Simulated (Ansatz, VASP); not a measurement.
# MgS (Niningerite): VASP beside Ansatz

```xyz
2
Lattice="0.0000 2.6025 2.6025 2.6025 0.0000 2.6025 2.6025 2.6025 0.0000" Properties=species:S:1:pos:R:3 pbc="T T T"
Mg    0.0000    0.0000    0.0000
S     2.6025    2.6025    2.6025
```

Alike in both runs: functional r2SCAN; k mesh 10 × 10 × 10; occupations fermi-dirac, width 0.02 eV; no spin polarisation.

Ansatz relaxed the structure, and its values are those at the end. VASP's run is a single point on that final structure, the one shown.

|  | VASP | Ansatz |
| --- | --- | --- |
| version | VASP 6.6.1 | Ansatz 0.2.0 |
| potentials or method | VASP PAW PBE potentials, release 64 (Mg, S) | PAW plane waves |
| plane-wave cutoff (eV) | 520 | 500 |
| valence electrons in the cell | 8 | 16 |

Ansatz gave:

| Property | Result |
| --- | --- |
| gap on the k mesh at the Fermi level (eV) | 3.47 |
| pressure (GPa) | 0.0 |

Task: What did VASP give for the same quantities?

Result: gap on the k mesh at the Fermi level (eV): 3.43; pressure (GPa): -0.6.

The two sets of potentials don't hold the same shells in valence. Ansatz warned: «stress_scf_threshold_loose».

Caveats: the PAW data sets were made with another functional, which shifts forces and pressure a little (VASP). A k mesh can miss the band edges. r2SCAN opens gaps a little over a GGA but as a rule still falls short of measured ones.
